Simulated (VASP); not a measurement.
# C (Fd-3m) in VASP: notebook

Runs on C. Level: PBE. Tasks: relaxation of cell and atoms.

All numbers are computed with VASP 6.6.1; they aren't measurements. Logs are shortened: lines on timing, memory, paths and dates and some standing lists are left out, and cuts for length are marked.

## (1) The crystal as given

Symmetry: Fd-3m, No. 227, cubic system. The conventional cell has a = 3.567 Å, b = 3.567 Å, c = 3.567 Å, α = 90.00°, β = 90.00°, γ = 90.00°. Around C (site symmetry -43m) lie 4 C at 1.54 Å.

This isn't the form of C at room conditions, which is graphite.

## (2) Relaxation of cell and atoms, PBE

Input file INCAR:

```
ALGO     = Normal         # electronic algorithm
EDIFF    = 1E-7           # SCF threshold, eV
EDIFFG   = -0.002         # ionic threshold
ENCUT    = 520            # plane-wave cutoff, eV
GGA      = PE             # functional
IBRION   = 2              # ionic algorithm
ISIF     = 3              # what is computed and relaxed
ISMEAR   = 0              # smearing method
KPAR     = 4            
LASPH    = T              # aspherical terms in the spheres
LCHARG   = F              # write CHGCAR
LREAL    = F              # projectors in reciprocal space
LWAVE    = F              # write WAVECAR
NELM     = 60             # most SCF steps
NSW      = 80             # ionic steps
PREC     = Accurate       # precision mode
SIGMA    = 0.02           # smearing width, eV
```

Input file KPOINTS:

```
k-points
0
Gamma
  14 14 14
```

Input file POSCAR:

```
C
1.0
    0.0000000000      1.7833700000      1.7833700000
    1.7833700000      0.0000000000      1.7833700000
    1.7833700000      1.7833700000      0.0000000000
C
2
Direct
    0.0000000000      0.0000000000      0.0000000000
    0.2500000000      0.2500000000      0.2500000000
```

Potentials or basis: VASP PAW PBE potentials, release 64 (C).

Started as:

```sh
cat potpaw_PBE.64/C/POTCAR > POTCAR
mpirun -np 4 vasp_std > vasp.out
```

OUTCAR:

```text
EDIFF = 1E-7
   EDIFFG = -0.002
   ENCUT = 520
   GGA = PE
   IBRION = 2
   ISIF = 3
   ISMEAR = 0
   LASPH = T
   LREAL = F
   NELM = 60
   NSW = 80
   PREC = Accurate

 ion  position               nearest neighbor table
   1  0.000  0.000  0.000-   2 1.54   2 1.54   2 1.54   2 1.54
   2  0.250  0.250  0.250-   1 1.54   1 1.54   1 1.54   1 1.54

  LATTYP: Found a face centered cubic cell.
 ALAT       =     3.5667400000

  Lattice vectors:

 A1 = (   0.0000000000,   1.7833700000,   1.7833700000)
 A2 = (   1.7833700000,   0.0000000000,   1.7833700000)
 A3 = (   1.7833700000,   1.7833700000,   0.0000000000)

Analysis of symmetry for initial positions (statically):
=====================================================================
 Subroutine PRICEL returns:
 Original cell was already a primitive cell.

 Routine SETGRP: Setting up the symmetry group for a
 face centered cubic supercell.

 Subroutine GETGRP returns: Found 48 space group operations
 (whereof 24 operations were pure point group operations)
 out of a pool of 48 trial point group operations.

The static configuration has the point symmetry T_d .
 The point group associated with its full space group is O_h .

Analysis of symmetry for dynamics (positions and initial velocities):
=====================================================================
 Subroutine PRICEL returns:
 Original cell was already a primitive cell.

 Routine SETGRP: Setting up the symmetry group for a
 face centered cubic supercell.

 Subroutine GETGRP returns: Found 48 space group operations
 (whereof 24 operations were pure point group operations)
 out of a pool of 48 trial point group operations.

The dynamic configuration has the point symmetry T_d .
 The point group associated with its full space group is O_h .

 Subroutine INISYM returns: Found 48 space group operations
 (whereof 24 operations are pure point group operations),
 and found     1 'primitive' translations

----------------------------------------------------------------------------------------

                                     Primitive cell

  volume of cell :      11.3437

  direct lattice vectors                    reciprocal lattice vectors
     0.000000000  1.783370000  1.783370000    -0.280368067  0.280368067  0.280368067
     1.783370000  0.000000000  1.783370000     0.280368067 -0.280368067  0.280368067
     1.783370000  1.783370000  0.000000000     0.280368067  0.280368067 -0.280368067

  length of vectors
     2.522066041  2.522066041  2.522066041     0.485611737  0.485611737  0.485611737

  position of ions in fractional coordinates (direct lattice)
     0.000000000  0.000000000  0.000000000
     0.250000000  0.250000000  0.250000000

  ion indices of the primitive-cell ions
   primitive index   ion index
                 1           1
                 2           2

----------------------------------------------------------------------------------------

 KPOINTS: k-points

Automatic generation of k-mesh.
 Grid dimensions read from file:
 generate k-points for:   14   14   14

 Generating k-lattice:

  Cartesian coordinates                     Fractional coordinates (reciprocal lattice)
    -0.020026291  0.020026291  0.020026291     0.071428571  0.000000000  0.000000000
     0.020026291 -0.020026291  0.020026291     0.000000000  0.071428571  0.000000000
     0.020026291  0.020026291 -0.020026291     0.000000000  0.000000000  0.071428571

  Length of vectors
     0.034686553  0.034686553  0.034686553

  Shift w.r.t. Gamma in fractional coordinates (k-lattice)
     0.000000000  0.000000000  0.000000000

 Subroutine IBZKPT returns following result:
 ===========================================

 Found    104 irreducible k-points:

 Following reciprocal coordinates:
            Coordinates               Weight
  0.000000  0.000000  0.000000      1.000000
  0.071429  0.000000  0.000000      8.000000
  0.142857  0.000000  0.000000      8.000000
  0.214286  0.000000  0.000000      8.000000
  0.285714  0.000000  0.000000      8.000000
  0.357143  0.000000  0.000000      8.000000
[... 16 lines left out ...]
  0.214286  0.142857  0.000000     24.000000
  0.285714  0.142857  0.000000     24.000000
 [... further k-points ...]
   k-points           NKPTS =    104   k-points in BZ     NKDIM =    104   number of bands    NBANDS=      8
   number of dos      NEDOS =    301   number of ions     NIONS =      2
   total plane-waves  NPLWV =   8000
   dimension x,y,z NGX =    20 NGY =   20 NGZ =   20
   dimension x,y,z NGXF=    40 NGYF=   40 NGZF=   40
   ions per type =               2
   NGX,Y,Z   is equivalent  to a cutoff of  13.18, 13.18, 13.18 a.u.
   NGXF,Y,Z  is equivalent  to a cutoff of  26.37, 26.37, 26.37 a.u.
 SYSTEM =  unknown system
   PREC   = accura    normal or accurate (medium, high low for compatibility)
   ISTART =      0    job   : 0-new  1-cont  2-samecut
   ICHARG =      2    charge: 1-file 2-atom 10-const
   ISPIN  =      1    spin polarized calculation?
   LNONCOLLINEAR =      F non collinear calculations
   LSORBIT =      F    spin-orbit coupling
   LASPH  =      T    aspherical Exc in radial PAW
   ENCUT  =  520.0 eV  38.22 Ry    6.18 a.u.   4.69  4.69  4.69*2*pi/ulx,y,z
   NELM   =     60;   NELMIN=  2; NELMDL= -5     # of ELM steps
   EDIFF  = 0.1E-06   stopping-criterion for ELM
   LREAL  =      F    real-space projection
   EDIFFG = -.2E-02   stopping-criterion for IOM
   NSW    =     80    number of steps for IOM
   IBRION =      2    ionic relax: 0-MD 1-quasi-New 2-CG
   NFREE  =      1    steps in history (QN), initial steepest desc. (CG)
   ISIF   =      3    stress and relaxation
   ISYM   =      2    0-nonsym 1-usesym 2-fastsym
   POTIM  = 0.5000    time-step for ionic-motion
   TEBEG  =    0.0;   TEEND  =   0.0 temperature during run
   PSTRESS=    0.0 pullay stress
   NELECT =       8.0000    total number of electrons
   NUPDOWN=      -1.0000    fix difference up-down
   EMIN   =  10.00;   EMAX   =-10.00  energy-range for DOS
   EFERMI =   0.00;   METHOD = LEGACY
   ISMEAR =     0;   SIGMA  =   0.02  broadening in eV -4-tet -1-fermi 0-gaus
   EFERMI_NEDOS =   21; number of points for ismear=-14 and -15
   IALGO  =     38    algorithm
   IMIX   =      4    mixing-type and parameters
     AMIX     =   0.40;   BMIX     =  1.00
     AMIX_MAG =   1.60;   BMIX_MAG =  1.00
  volume/ion in A,a.u.               =       5.67        38.28
  Fermi-wavevector in a.u.,A,eV,Ry     =   1.457203  2.753714 28.891161  2.123440
  Thomas-Fermi vector in A             =   2.574032
   LORBIT       =      0    0 simple, 1 ext, 2 COOP (PROOUT), +10 PAW based schemes
   GGA     = PE    functional components
   LHFCALC =     F    Hartree Fock is set to
   AEXX    =    0.0000 exact exchange contribution
   IVDW    =     0    specifies the selected vdW correction
   LEPSILON=     F    determine dielectric tensor
   LRPA    =     F    only Hartree local field effects (RPA)
 conjugate gradient relaxation of ions
 non-spin polarized calculation
 Gauss-broadening in eV      SIGMA  =   0.02
  energy-cutoff  :      520.00
  volume of cell :       11.34
 maximum number of plane-waves:       316
   NGX =  9   NGY =  9   NGZ =  9

--------------------------------------- Ionic step        1  -------------------------------------------

 number of electron       7.9999999 magnetization

 Free energy of the ion-electron system (eV)
  ---------------------------------------------------
  ext. energy  EPLUGINS =         0.00000000
  ---------------------------------------------------
  free energy    TOTEN  =       -18.18526904 eV

  energy without entropy =      -18.18526904  energy(sigma->0) =      -18.18526904

------------------------ aborting loop because EDIFF is reached ----------------------------------------

  FORCE on cell =-STRESS in cart. coord.  units (eV):
  Direction    XX          YY          ZZ          XY          YZ          ZX
  --------------------------------------------------------------------------------------
  -------------------------------------------------------------------------------------
  Total        0.1739383      0.1739383      0.1739383      0.0000000      0.0000000      0.0000000
  in kB       24.5669637     24.5669637     24.5669637      0.0000000      0.0000000      0.0000000
  external PRESSURE =      24.5669637 kB  Pullay stress =       0.0000000 kB
[... 57 lines left out ...]
  energy  without entropy=      -18.1850146972  energy(sigma->0) =      -18.18501470

--------------------------------------- Ionic step        3  -------------------------------------------

 number of electron       7.9999999 magnetization

 Free energy of the ion-electron system (eV)
  ---------------------------------------------------
  ext. energy  EPLUGINS =         0.00000000
  ---------------------------------------------------
  free energy    TOTEN  =       -18.18575485 eV

  energy without entropy =      -18.18575485  energy(sigma->0) =      -18.18575485

 E-fermi :   9.8348     XC(G=0): -13.2227

 val. band max:        9.6490824521   @ k =   0.0000   0.0000   0.0000
 cond. band min:      13.7659572421   @ k =   0.3571   0.3571   0.0000
 fundamental gap:      4.1168747900
 Fermi energy:         9.8347945464

 k-point     1 :       0.0000    0.0000    0.0000
  band No.  band energies     occupation
      1     -11.7530      2.00000
      2       9.6491      2.00000
      3       9.6491      2.00000
      4       9.6491      2.00000
      5      15.2234      0.00000
      6      15.2234      0.00000
      7      15.2234      0.00000
      8      22.8527      0.00000
[... 243 lines left out ...]
 k-point    24 :       0.2857    0.1429    0.0000
  band No.  band energies     occupation
      1      -9.7091      2.00000
      2       3.6532      2.00000
      3       6.3504      2.00000
      4       7.0623      2.00000
      5      15.5451      0.00000
      6      19.5693      0.00000
      7      19.6806      0.00000
      8      21.9823      0.00000

 [... further k-points ...]

------------------------ aborting loop because EDIFF is reached ----------------------------------------

  FORCE on cell =-STRESS in cart. coord.  units (eV):
  Direction    XX          YY          ZZ          XY          YZ          ZX
  --------------------------------------------------------------------------------------
  -------------------------------------------------------------------------------------
  Total        0.0007255      0.0007255      0.0007255     -0.0000000     -0.0000000      0.0000000
  in kB        0.1018932      0.1018932      0.1018932     -0.0000000     -0.0000000      0.0000000
  external PRESSURE =       0.1018932 kB  Pullay stress =       0.0000000 kB
[... 17 lines left out ...]
  FREE ENERGIE OF THE ION-ELECTRON SYSTEM (eV)
  ---------------------------------------------------
  free  energy   TOTEN  =       -18.1857548466 eV

  energy  without entropy=      -18.1857548466  energy(sigma->0) =      -18.18575485

 reached required accuracy - stopping structural energy minimisation
```

Run time: 9.1 s. Hardware: 4 MPI ranks of Intel Xeon Platinum 8488C (Sapphire Rapids), shared host; peak memory 0.1 GiB.

What came out:

| Quantity | Value |
| --- | --- |
| Free energy | -18.1858 eV |
| Relaxed volume | 5.70 Å³/atom |
| Relaxed cell | a = 2.527 Å, b = 2.527 Å, c = 2.527 Å, α = 60.00°, β = 60.00°, γ = 60.00° |
| Space group after relaxing (to 0.05 Å) | Fd-3m (No. 227) |
| Energy gained by relaxing | 0.2 meV/atom |
| Ionic steps | 3 |
| Pressure after relaxing | 0.0 GPa |
| Band gap on the k mesh | 4.12 eV, indirect (least direct gap 5.57 eV) |

The path:
| step | energy change (eV) | largest force (eV/Å) | pressure (GPa) | volume (Å³) |
| --- | --- | --- | --- | --- |
| 1 | 0.0000 | 0.0000 | 2.46 | 11.34 |
| 2 | 0.0003 | 0.0000 | -2.96 | 11.49 |
| 3 | -0.0005 | 0.0000 | 0.01 | 11.41 |

Final structure:
```cif
data_structure
_symmetry_space_group_name_H-M 'P 1'
_symmetry_Int_Tables_number 1
_cell_length_a 2.5268
_cell_length_b 2.5268
_cell_length_c 2.5268
_cell_angle_alpha 60.000
_cell_angle_beta 60.000
_cell_angle_gamma 60.000
_cell_volume 11.41
loop_
_atom_site_label
_atom_site_type_symbol
_atom_site_fract_x
_atom_site_fract_y
_atom_site_fract_z
_atom_site_occupancy
C1 C 0.00000 0.00000 0.00000 1
C2 C 0.25000 0.25000 0.25000 1
```

A k mesh can miss the band edges. PBE usually gives volumes a little too large and moduli too small.

## (3) Relaxation of cell and atoms, PBE

This run uses another cell than the first one, of 5.70 Å³/atom, 1.006 times its volume.

INCAR is that of step 2.

KPOINTS is that of step 2.

Input file POSCAR:

```
C                                       
1.0
   -0.0000000000      1.7867095160      1.7867095160
    1.7867095160      0.0000000000      1.7867095160
    1.7867095160      1.7867095160      0.0000000000
  C             
     2
Direct
     0.0000000000000000    0.0000000000000000    0.0000000000000000
     0.2500000000000000    0.2500000000000000    0.2500000000000000
```

Potentials or basis: VASP PAW PBE potentials, release 64 (C).

Started as:

```sh
cat potpaw_PBE.64/C/POTCAR > POTCAR
mpirun -np 4 vasp_std > vasp.out
```

Run time: 5.9 s. Hardware: 4 MPI ranks of Intel Xeon Platinum 8488C (Sapphire Rapids), shared host; peak memory 0.11 GiB.

The run converged. Its results:

```yaml
Free_energy: -18.1858 eV
Pressure_after_relaxing: 0.0 GPa
Band_gap_on_the_k_mesh: 4.12 eV, indirect (least direct gap 5.57 eV)
```

Final structure:
```cif
data_structure
_symmetry_space_group_name_H-M 'P 1'
_symmetry_Int_Tables_number 1
_cell_length_a 2.5268
_cell_length_b 2.5268
_cell_length_c 2.5268
_cell_angle_alpha 60.000
_cell_angle_beta 60.000
_cell_angle_gamma 60.000
_cell_volume 11.41
loop_
_atom_site_label
_atom_site_type_symbol
_atom_site_fract_x
_atom_site_fract_y
_atom_site_fract_z
_atom_site_occupancy
C1 C 0.00000 0.00000 0.00000 1
C2 C 0.25000 0.25000 0.25000 1
```

Levels at points of the mesh, in eV from the valence-band top:
| k point | band 2 | band 3 | band 4 | band 5 | band 6 | band 7 |
| --- | --- | --- | --- | --- | --- | --- |
| (0.00, 0.00, 0.00) | 0.00 | 0.00 | 0.00 | 5.57 | 5.57 | 5.57 |
| (0.50, 0.00, 0.00) | -13.31 | -2.79 | -2.79 | 8.44 | 8.44 | 8.77 |
| (0.50, 0.50, 0.00) | -12.72 | -6.26 | -6.26 | 4.75 | 4.75 | 16.72 |

Caveat: the relaxation stopped at its first step, so nothing moved. A k mesh can miss the band edges.
